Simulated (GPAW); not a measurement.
# CdS (Hawleyite) (F-43m) in GPAW: notebook

Aim: see how the results for CdS (Hawleyite) move with the level of theory and the settings. Levels: PBEsol, RPBE, revPBE. Tasks: relaxation of cell and atoms.

All numbers are computed with GPAW 26.7.0; they aren't measurements. Logs are shortened: lines on timing, memory, paths and dates and some standing lists are left out, and cuts for length are marked. The log counts tension as positive stress, the text compression.

**1. The structure**

Symmetry: F-43m, No. 216, cubic system. The conventional cell has a = 5.833 Å, b = 5.833 Å, c = 5.833 Å, α = 90.00°, β = 90.00°, γ = 90.00°. Cd (site symmetry -43m) is surrounded by 4 S at 2.53 Å. Around S (site symmetry -43m) lie 4 Cd at 2.53 Å.

**2. Relaxation of cell and atoms, PBEsol**

The input, run.py:

```python
from ase.filters import FrechetCellFilter
from ase.io import read, write
from ase.optimize import BFGS
from gpaw import GPAW, PW, setup_paths

setup_paths.insert(0, '.')

atoms = read('CdS.xyz')

calc = GPAW(mode=PW(600),
            xc='PBEsol',
            kpts={'size': (8, 8, 8), 'gamma': True},
            occupations={'name': 'fermi-dirac', 'width': 0.05},
            nbands=18,
            convergence={'density': 1e-05, 'forces': 0.0001},
            maxiter=150,
            txt='gpaw.txt')
atoms.calc = calc
opt = BFGS(FrechetCellFilter(atoms), trajectory='relax.traj', logfile='-')
done = opt.run(fmax=0.05, steps=40)
calc.write('gs.gpw')
write('result.traj', atoms)
print('Converged:', done)
print('Cell:', atoms.cell.cellpar().round(4))
print('Volume:', round(atoms.get_volume(), 4))
print(atoms.get_scaled_positions().round(5))
```

The input, CdS.xyz:

```xyz
2
Lattice="0.0000000000 2.9165000000 2.9165000000 2.9165000000 0.0000000000 2.9165000000 2.9165000000 2.9165000000 0.0000000000" Properties=species:S:1:pos:R:3 pbc="T T T"
Cd     0.0000000000      0.0000000000      0.0000000000
S      4.3747500000      4.3747500000      4.3747500000
```

Potentials or basis: PAW data sets generated in the run's folder for this functional, pw.

The run is started by

```bash
gpaw-setup -f PBEsol Cd S
OMP_NUM_THREADS=1 python run.py
```

gpaw.txt:

```text
__  _  _
 | _ |_)|_||  |
 |__||  | ||/\| - 26.7.0

Input parameters:
  mode=PW(ecut=600.0),
  convergence={'density': 1e-05, 'forces': 0.0001},
  kpts=MonkhorstPack(size=(8, 8, 8), gamma=True),
  maxiter=150,
  nbands=18,
  occupations=Occupations(name='fermi-dirac', width=0.05),
  xc=XC(name='PBEsol')

Diagonalizing LCAO Hamiltonian
Converting LCAO to pw mode

                     S

       Cd

Atoms  # Å, Bohr magnetons
|   | symbol |        x |        y |        z |    initial magnetic moments |
|---|--------|----------|----------|----------|-----------------------------|
| 0 |     Cd | 0.000000 | 0.000000 | 0.000000 | ( 0.0000,  0.0000,  0.0000) |
| 1 |      S | 4.374750 | 4.374750 | 4.374750 | ( 0.0000,  0.0000,  0.0000) |

Unit cell  # Å
| periodic |        x |        y |        z |  lengths |    angles |
|----------|----------|----------|----------|----------|-----------|
|      yes | 0.000000 | 2.916500 | 2.916500 | 4.124554 | 60.000000 |
|      yes | 2.916500 | 0.000000 | 2.916500 | 4.124554 | 60.000000 |
|      yes | 2.916500 | 2.916500 | 0.000000 | 4.124554 | 60.000000 |

Number of symmetries: 24
Symmetry operations  # r_c * U_cc + t_c -> r_c
|    | kind |            matrix            |
|----|------|------------------------------|
|  0 |  E   |  1, 0, 0,  0, 1, 0,  0, 0, 1 |
|  1 |  σ   |  1, 0, 0,  0, 0, 1,  0, 1, 0 |
|  2 |  σ   |  1, 0,-1,  0, 1,-1,  0, 0,-1 |
|  3 |  C3  |  1, 0,-1,  0, 0,-1,  0, 1,-1 |
|  4 |  C3  |  1,-1, 0,  0,-1, 1,  0,-1, 0 |
|  5 |  σ   |  1,-1, 0,  0,-1, 0,  0,-1, 1 |
|  6 |  σ   |  0, 1, 0,  1, 0, 0,  0, 0, 1 |
|  7 |  C3  |  0, 1, 0,  0, 0, 1,  1, 0, 0 |
|  8 |  C2  |  0, 1,-1,  1, 0,-1,  0, 0,-1 |
|  9 |  S4  |  0, 1,-1,  0, 0,-1,  1, 0,-1 |
| 10 |  C3  |  0, 0, 1,  1, 0, 0,  0, 1, 0 |
| 11 |  σ   |  0, 0, 1,  0, 1, 0,  1, 0, 0 |
| 12 |  S4  |  0, 0,-1,  1, 0,-1,  0, 1,-1 |
| 13 |  C3  |  0, 0,-1,  0, 1,-1,  1, 0,-1 |
| 14 |  S4  |  0,-1, 1,  1,-1, 0,  0,-1, 0 |
| 15 |  C2  |  0,-1, 1,  0,-1, 0,  1,-1, 0 |
| 16 |  C3  |  0,-1, 0,  1,-1, 0,  0,-1, 1 |
| 17 |  S4  |  0,-1, 0,  0,-1, 1,  1,-1, 0 |
| 18 |  S4  | -1, 1, 0, -1, 0, 1, -1, 0, 0 |
| 19 |  C3  | -1, 1, 0, -1, 0, 0, -1, 0, 1 |
| 20 |  C3  | -1, 0, 1, -1, 1, 0, -1, 0, 0 |
| 21 |  S4  | -1, 0, 1, -1, 0, 0, -1, 1, 0 |
| 22 |  σ   | -1, 0, 0, -1, 1, 0, -1, 0, 1 |
| 23 |  C2  | -1, 0, 0, -1, 0, 1, -1, 1, 0 |
[... 123 lines left out ...]
xc functional:
  name: PBEsol with 2 nearest neighbor stencil

convergence criteria:
- Maximum integral of absolute [dens]ity change: 1e-05 electrons / valence electron
- Maximum change in the atomic [forces] across last 2 cycles: 0.0001 eV/Ang OR
Maximum error relative to the maximum force is below inf
- Maximum [total energy] change in last 3 cyles: 0.0005 eV / valence electron
- Maximum integral of absolute [eigenst]ate change: 4e-08 eV^2 / valence electron
maximum number of iterations: 150

SCF iterations
|iter     | |      energy | eigst |  dens |force |
|---------|-|-------------|-------|-------|------|
|iter:   1| |   -7.497920 | -0.39 |       |      |
|iter:   2| |   -7.393818 | -2.19 | -1.14 |      |
|iter:   3| |   -7.025427 | -1.58 | -1.19 |      |
|iter:   4| |   -7.021019 | -3.46 | -1.75 |      |
|iter:   5| |   -7.020069c| -3.85 | -2.19 |      |
|iter:   6| |   -7.020084c| -5.35 | -2.99 |      |
|iter:   7| |   -7.020087c| -6.59 | -3.53 |      |
|iter:   8| |   -7.020087c| -7.51c| -4.74 |      |
|iter:   9| |   -7.020087c| -8.23c| -5.26c|      |
|iter:  10| |   -7.020087c| -8.78c| -6.24c|-16.37c|

Converged in 10 steps
Energy contributions relative to reference atoms: (reference = -162942.509679)

Energy contributions:
  Kinetic:          16.057017
  Coulomb:         -14.664143
  Zero:              0.144635
  External:          0.000000
  Xc:               -8.557597
  Entropy:          -0.000001
  Spinorbit:         0.000000
  ----------------------------
  Free energy:      -7.020088
  Extrapolated:     -7.020087

dipole moment: (-16.501872, -16.501872, -16.501872)  # |e|*Ang

Fermi level: 4.027
Eigenvalues  # (at kpt = [0.000, 0.000, 0.000])
| band index |      eig [eV] | occ [0-2] |
|------------|---------------|-----------|
|          0 |        -8.904 |     2.000 |
|          1 |        -4.199 |     2.000 |
|          2 |        -4.199 |     2.000 |
|          3 |        -4.199 |     2.000 |
|          4 |        -3.706 |     2.000 |
|          5 |        -3.706 |     2.000 |
[... 10 lines left out ...]
|         16 |        16.596 |     0.000 |
|         17 |        16.596 |     0.000 |

Gap: 0.985 eV
Transition (v -> c):
  (s=0, k=0, n=8, [0.00, 0.00, 0.00]) -> (s=0, k=0, n=9, [0.00, 0.00, 0.00])
No difference between direct/indirect transitions

Stress tensor  # eV/Ang^3
|         x |        y |         z |
|-----------|----------|-----------|
|  0.002985 | 0.000000 | -0.000000 |
|  0.000000 | 0.002985 |  0.000000 |
| -0.000000 | 0.000000 |  0.002985 |

Forces  # eV/Ang
|        x |        y |       z |
|----------|----------|---------|
| -0.00000 | -0.00000 | 0.00000 |  # Cd   0
|  0.00000 |  0.00000 | 0.00000 |  # S    1

Interpolating wave functions to new cell

                     S

       Cd

Atoms  # Å, Bohr magnetons
|   | symbol |         x |         y |        z |    initial magnetic moments |
|---|--------|-----------|-----------|----------|-----------------------------|
| 0 |     Cd | -0.000000 | -0.000000 | 0.000000 | ( 0.0000,  0.0000,  0.0000) |
| 1 |      S |  4.372437 |  4.372437 | 4.372437 | ( 0.0000,  0.0000,  0.0000) |

Unit cell  # Å
| periodic |        x |        y |        z |  lengths |    angles |
|----------|----------|----------|----------|----------|-----------|
|      yes | 0.000000 | 2.914958 | 2.914958 | 4.122373 | 60.000000 |
|      yes | 2.914958 | 0.000000 | 2.914958 | 4.122373 | 60.000000 |
|      yes | 2.914958 | 2.914958 | 0.000000 | 4.122373 | 60.000000 |

Number of symmetries: 24
Symmetry operations  # r_c * U_cc + t_c -> r_c
|    | kind |            matrix            |
|----|------|------------------------------|
|  0 |  E   |  1, 0, 0,  0, 1, 0,  0, 0, 1 |
|  1 |  σ   |  1, 0, 0,  0, 0, 1,  0, 1, 0 |
|  2 |  σ   |  1, 0,-1,  0, 1,-1,  0, 0,-1 |
|  3 |  C3  |  1, 0,-1,  0, 0,-1,  0, 1,-1 |
|  4 |  C3  |  1,-1, 0,  0,-1, 1,  0,-1, 0 |
|  5 |  σ   |  1,-1, 0,  0,-1, 0,  0,-1, 1 |
|  6 |  σ   |  0, 1, 0,  1, 0, 0,  0, 0, 1 |
|  7 |  C3  |  0, 1, 0,  0, 0, 1,  1, 0, 0 |
|  8 |  C2  |  0, 1,-1,  1, 0,-1,  0, 0,-1 |
|  9 |  S4  |  0, 1,-1,  0, 0,-1,  1, 0,-1 |
| 10 |  C3  |  0, 0, 1,  1, 0, 0,  0, 1, 0 |
| 11 |  σ   |  0, 0, 1,  0, 1, 0,  1, 0, 0 |
| 12 |  S4  |  0, 0,-1,  1, 0,-1,  0, 1,-1 |
| 13 |  C3  |  0, 0,-1,  0, 1,-1,  1, 0,-1 |
| 14 |  S4  |  0,-1, 1,  1,-1, 0,  0,-1, 0 |
| 15 |  C2  |  0,-1, 1,  0,-1, 0,  1,-1, 0 |
| 16 |  C3  |  0,-1, 0,  1,-1, 0,  0,-1, 1 |
| 17 |  S4  |  0,-1, 0,  0,-1, 1,  1,-1, 0 |
| 18 |  S4  | -1, 1, 0, -1, 0, 1, -1, 0, 0 |
| 19 |  C3  | -1, 1, 0, -1, 0, 0, -1, 0, 1 |
| 20 |  C3  | -1, 0, 1, -1, 1, 0, -1, 0, 0 |
| 21 |  S4  | -1, 0, 1, -1, 0, 0, -1, 1, 0 |
| 22 |  σ   | -1, 0, 0, -1, 1, 0, -1, 0, 1 |
| 23 |  C2  | -1, 0, 0, -1, 0, 1, -1, 1, 0 |
[... 162 lines left out ...]
Fermi level: 4.046
Eigenvalues  # (at kpt = [0.000, 0.000, 0.000])
| band index |      eig [eV] | occ [0-2] |
|------------|---------------|-----------|
|          0 |        -8.897 |     2.000 |
|          1 |        -4.188 |     2.000 |
|          2 |        -4.188 |     2.000 |
|          3 |        -4.188 |     2.000 |
|          4 |        -3.692 |     2.000 |
|          5 |        -3.692 |     2.000 |
[... 10 lines left out ...]
|         16 |        16.618 |     0.000 |
|         17 |        16.618 |     0.000 |

Gap: 0.988 eV
Transition (v -> c):
  (s=0, k=0, n=8, [0.00, 0.00, 0.00]) -> (s=0, k=0, n=9, [0.00, 0.00, 0.00])
No difference between direct/indirect transitions

Stress tensor  # eV/Ang^3
|        x |        y |        z |
|----------|----------|----------|
| 0.002388 | 0.000000 | 0.000000 |
| 0.000000 | 0.002388 | 0.000000 |
| 0.000000 | 0.000000 | 0.002388 |

Forces  # eV/Ang
|       x |        y |        z |
|---------|----------|----------|
| 0.00000 |  0.00000 | -0.00000 |  # Cd   0
| 0.00000 | -0.00000 |  0.00000 |  # S    1

Interpolating wave functions to new cell

                     S

       Cd

Atoms  # Å, Bohr magnetons
|   | symbol |         x |        y |         z |    initial magnetic moments |
|---|--------|-----------|----------|-----------|-----------------------------|
| 0 |     Cd | -0.000000 | 0.000000 | -0.000000 | ( 0.0000,  0.0000,  0.0000) |
| 1 |      S |  4.363264 | 4.363264 |  4.363264 | ( 0.0000,  0.0000,  0.0000) |

Unit cell  # Å
| periodic |         x |         y |         z |  lengths |    angles |
|----------|-----------|-----------|-----------|----------|-----------|
|      yes | -0.000000 |  2.908842 |  2.908842 | 4.113724 | 60.000000 |
|      yes |  2.908842 | -0.000000 |  2.908842 | 4.113724 | 60.000000 |
|      yes |  2.908842 |  2.908842 | -0.000000 | 4.113724 | 60.000000 |

Number of symmetries: 24
Symmetry operations  # r_c * U_cc + t_c -> r_c
|    | kind |            matrix            |
|----|------|------------------------------|
|  0 |  E   |  1, 0, 0,  0, 1, 0,  0, 0, 1 |
|  1 |  σ   |  1, 0, 0,  0, 0, 1,  0, 1, 0 |
|  2 |  σ   |  1, 0,-1,  0, 1,-1,  0, 0,-1 |
|  3 |  C3  |  1, 0,-1,  0, 0,-1,  0, 1,-1 |
|  4 |  C3  |  1,-1, 0,  0,-1, 1,  0,-1, 0 |
|  5 |  σ   |  1,-1, 0,  0,-1, 0,  0,-1, 1 |
|  6 |  σ   |  0, 1, 0,  1, 0, 0,  0, 0, 1 |
|  7 |  C3  |  0, 1, 0,  0, 0, 1,  1, 0, 0 |
|  8 |  C2  |  0, 1,-1,  1, 0,-1,  0, 0,-1 |
|  9 |  S4  |  0, 1,-1,  0, 0,-1,  1, 0,-1 |
| 10 |  C3  |  0, 0, 1,  1, 0, 0,  0, 1, 0 |
| 11 |  σ   |  0, 0, 1,  0, 1, 0,  1, 0, 0 |
| 12 |  S4  |  0, 0,-1,  1, 0,-1,  0, 1,-1 |
| 13 |  C3  |  0, 0,-1,  0, 1,-1,  1, 0,-1 |
| 14 |  S4  |  0,-1, 1,  1,-1, 0,  0,-1, 0 |
| 15 |  C2  |  0,-1, 1,  0,-1, 0,  1,-1, 0 |
| 16 |  C3  |  0,-1, 0,  1,-1, 0,  0,-1, 1 |
| 17 |  S4  |  0,-1, 0,  0,-1, 1,  1,-1, 0 |
| 18 |  S4  | -1, 1, 0, -1, 0, 1, -1, 0, 0 |
| 19 |  C3  | -1, 1, 0, -1, 0, 0, -1, 0, 1 |
| 20 |  C3  | -1, 0, 1, -1, 1, 0, -1, 0, 0 |
| 21 |  S4  | -1, 0, 1, -1, 0, 0, -1, 1, 0 |
| 22 |  σ   | -1, 0, 0, -1, 1, 0, -1, 0, 1 |
| 23 |  C2  | -1, 0, 0, -1, 0, 1, -1, 1, 0 |
[... 120 lines left out ...]
poisson solver:
  ecut: 4800.0  # eV

xc functional:
  name: PBEsol with 2 nearest neighbor stencil

convergence criteria:
- Maximum integral of absolute [dens]ity change: 1e-05 electrons / valence electron
- Maximum change in the atomic [forces] across last 2 cycles: 0.0001 eV/Ang OR
Maximum error relative to the maximum force is below inf
- Maximum [total energy] change in last 3 cyles: 0.0005 eV / valence electron
- Maximum integral of absolute [eigenst]ate change: 4e-08 eV^2 / valence electron
maximum number of iterations: 150

SCF iterations
|iter     | |      energy | eigst |  dens |force |
|---------|-|-------------|-------|-------|------|
|iter:   1| |   -7.023004 | -2.62 |       |      |
|iter:   2| |   -7.022519 | -5.11 | -2.28 |      |
|iter:   3| |   -7.020527c| -4.07 | -2.33 |      |
|iter:   4| |   -7.020531c| -5.40 | -3.18 |      |
|iter:   5| |   -7.020539c| -5.94 | -3.50 |      |
|iter:   6| |   -7.020539c| -7.77c| -4.63 |      |
|iter:   7| |   -7.020539c| -7.74c| -5.07c|      |
|iter:   8| |   -7.020539c| -8.74c| -5.43c|-15.71c|

Converged in 8 steps
Energy contributions relative to reference atoms: (reference = -162942.509679)

Energy contributions:
  Kinetic:          16.562290
  Coulomb:         -15.060262
  Zero:              0.143499
  External:          0.000000
  Xc:               -8.666066
  Entropy:          -0.000000
  Spinorbit:         0.000000
  ----------------------------
  Free energy:      -7.020539
  Extrapolated:     -7.020539

dipole moment: (-16.441662, -16.441662, -16.441662)  # |e|*Ang

Fermi level: 4.121
Eigenvalues  # (at kpt = [0.000, 0.000, 0.000])
| band index |      eig [eV] | occ [0-2] |
|------------|---------------|-----------|
|          0 |        -8.867 |     2.000 |
|          1 |        -4.143 |     2.000 |
|          2 |        -4.143 |     2.000 |
|          3 |        -4.143 |     2.000 |
|          4 |        -3.639 |     2.000 |
|          5 |        -3.639 |     2.000 |
[... 10 lines left out ...]
|         16 |        16.703 |     0.000 |
|         17 |        16.703 |     0.000 |

Gap: 1.001 eV
Transition (v -> c):
  (s=0, k=0, n=8, [0.00, 0.00, 0.00]) -> (s=0, k=0, n=9, [0.00, 0.00, 0.00])
No difference between direct/indirect transitions

Stress tensor  # eV/Ang^3
|         x |         y |         z |
|-----------|-----------|-----------|
| -0.000024 |  0.000000 |  0.000000 |
|  0.000000 | -0.000024 | -0.000000 |
|  0.000000 | -0.000000 | -0.000024 |

Forces  # eV/Ang
|        x |       y |       z |
|----------|---------|---------|
|  0.00000 | 0.00000 | 0.00000 |  # Cd   0
| -0.00000 | 0.00000 | 0.00000 |  # S    1

# Writing to gs.gpw (mode='')
```

It took 45 s on 1 thread of Arm Neoverse V1, shared host; peak memory 0.19 GiB.

What came out:

| Item | Value |
| --- | --- |
| Free energy | -7.0205 eV |
| Relaxed volume | 24.61 Å³/atom |
| Relaxed cell | a = 4.114 Å, b = 4.114 Å, c = 4.114 Å, α = 60.00°, β = 60.00°, γ = 60.00° |
| Space group after relaxing (to 0.05 Å) | F-43m (No. 216) |
| Energy gained by relaxing | 0.2 meV/atom |
| Ionic steps | 3 |
| Pressure after relaxing | 0.0 GPa |
| Band gap on the k mesh | 1.00 eV, direct |

The path:
| step | energy change (eV) | largest force (eV/Å) | pressure (GPa) | volume (Å³) |
| --- | --- | --- | --- | --- |
| 1 | 0.0000 | 0.0000 | -0.48 | 49.62 |
| 2 | -0.0002 | 0.0000 | -0.38 | 49.54 |
| 3 | -0.0005 | 0.0000 | 0.00 | 49.23 |

Final structure:
```xyz
2
Lattice="0.0000 2.9088 2.9088 2.9088 0.0000 2.9088 2.9088 2.9088 0.0000" Properties=species:S:1:pos:R:3 pbc="T T T"
Cd    0.0000    0.0000    0.0000
S     4.3633    4.3633    4.3633
```

Caveat: later steps reuse the first step's grids. PBEsol gaps usually lie below the measured ones, often by a third to a half.

**3. Relaxation of cell and atoms, RPBE**

The input, run.py:

```python
from ase import Atoms
from ase.filters import FrechetCellFilter
from ase.io import write
from ase.optimize import FIRE
from gpaw import GPAW, PW

atoms = Atoms(['Cd', 'S'],
              cell=[[0.0, 2.9165, 2.9165],
                    [2.9165, 0.0, 2.9165],
                    [2.9165, 2.9165, 0.0]],
              scaled_positions=[[0.0, 0.0, 0.0],
                                [0.75, 0.75, 0.75]],
              pbc=True)

calc = GPAW(mode=PW(600),
            xc='RPBE',
            kpts={'size': (8, 8, 8), 'gamma': True},
            occupations={'name': 'fermi-dirac', 'width': 0.05},
            nbands=18,
            convergence={'density': 1e-05, 'forces': 0.0001},
            maxiter=150,
            txt='gpaw.txt')
atoms.calc = calc
opt = FIRE(FrechetCellFilter(atoms), trajectory='relax.traj', logfile='-')
done = opt.run(fmax=0.05, steps=60)
calc.write('gs.gpw')
write('result.traj', atoms)
print('Converged:', done)
print('Cell:', atoms.cell.cellpar().round(4))
print('Volume:', round(atoms.get_volume(), 4))
print(atoms.get_scaled_positions().round(5))
```

Potentials or basis: the program's PAW data sets (release 1.2.1) made for this functional, pw.

The run is started by

```bash
OMP_NUM_THREADS=1 python run.py
```

Run time: 91 s. Hardware: 1 thread of Arm Neoverse V1, shared host; peak memory 0.24 GiB.

It converged, with:

```yaml
Free_energy: -5.7212 eV
Relaxed_volume: 27.14 Å³/atom
Relaxed_cell: a = 4.250 Å, b = 4.250 Å, c = 4.250 Å, α = 60.00°, β = 60.00°, γ = 60.00°
Space_group_after_relaxing_to_0.05_Å: F-43m (No. 216)
Energy_gained_by_relaxing: 30.8 meV/atom
Ionic_steps: 6
Pressure_after_relaxing: -0.3 GPa
Band_gap_on_the_k_mesh: 1.11 eV, direct
```

The path:
```csv
step,energy change (eV),largest force (eV/Å),pressure (GPa),volume (Å³)
1,0.0000,0.0000,4.85,49.62
2,-0.0158,0.0000,4.09,50.18
3,-0.0387,0.0000,2.77,51.23
4,-0.0567,0.0000,1.22,52.66
5,-0.0615,0.0000,-0.30,54.30
6,-0.0615,0.0000,-0.29,54.29
```

Final structure:
```xyz
2
Lattice="0.0000 3.0053 3.0053 3.0053 0.0000 3.0053 3.0053 3.0053 0.0000" Properties=species:S:1:pos:R:3 pbc="T T T"
Cd    0.0000    0.0000    0.0000
S     4.5079    4.5079    4.5079
```

Levels at points of the mesh, in eV from the valence-band top:
```
           k point  band 7  band 8  band 9  band 10  band 11  band 12
(0.00, 0.00, 0.00)    0.00    0.00    0.00     1.11     6.59     6.59
(0.50, 0.50, 0.00)   -3.53   -1.58   -1.58     3.88     4.30     9.07
(0.50, 0.50, 0.50)   -3.84   -0.63   -0.63     2.99     7.05     7.05
```

Caveat: later steps reuse the first step's grids. As with any semilocal functional, this RPBE gap is likely too small.

(Continued in part 2 of 2.)
